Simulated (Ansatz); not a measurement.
## ZrN, one cell by several methods

```
Zr N
1.0
     0.00000    2.23855    2.28423
     2.23855    0.00000    2.28423
     2.23855    2.23855    0.00000
Zr N
1 1
Direct
  0.00000 0.00000 0.00000
  0.50000 0.50000 0.50000
```

Atoms are numbered in the order listed.

The cell comes from COD entry 4303945, which wasn't checked; take it as a given geometry. The listed cell was then made from it by scaling, straining or moving an atom.

Spin polarisation is left out, and whether a magnetic state lies lower isn't shown here.

All numbers are computed: DFT, LDA, PAW with Ansatz's default frozen-core files, scalar-relativistic (Ansatz 0.2.0); DFT, LDA, all-electron PAW with datasets made for the crystal, scalar-relativistic (Ansatz 0.2.0); DFT, LDA, all-electron LAPW, scalar-relativistic (Ansatz 0.2.0).

For PAW: a Γ-centred 9×9×9 k mesh, Fermi–Dirac smearing of 0.03 eV, cutoff 420 eV, no spin polarisation; the PAW files were made with PBE, and the program remakes their frozen cores for this functional. The crystal-made all-electron datasets (AE datasets) take a cutoff of 340 eV at this cell. LAPW targets a basis error of 0.25 meV/atom. The Ansatz runs share mesh, smearing and spin set-up. Plane-wave (PAW) pressures include the program's estimate of the Pulay term.

Stress and pressure are positive in compression.

The change that made this cell: equal xx and yy strain of -2 %.

Spin–orbit coupling is left out, which moves gradients at and beside heavy atoms by some per cent and at worst by a factor of two.

In a metal, gradients converge slowly with the k mesh: the values move by tens of per cent from one mesh to another, at times in sign, so only the comparison on one mesh counts.

```csv
quantity,PAW,AE datasets,LAPW
pressure (GPa),?,3.63,3.63
stress xx (GPa),?,6.82,6.82
stress zz (GPa),?,-2.74,-2.74
field gradient Vzz at Zr1 (10²¹ V/m²),3.93,3.97,–
field gradient Vzz at N2 (10²¹ V/m²),0.73,0.72,–
```

Give the missing entry: row "pressure (GPa)", column "PAW".

3.56.

Give the missing entry: row "stress xx (GPa)", column "PAW".

6.75.

Fill in "PAW" for the row "stress zz (GPa)".

-2.81.
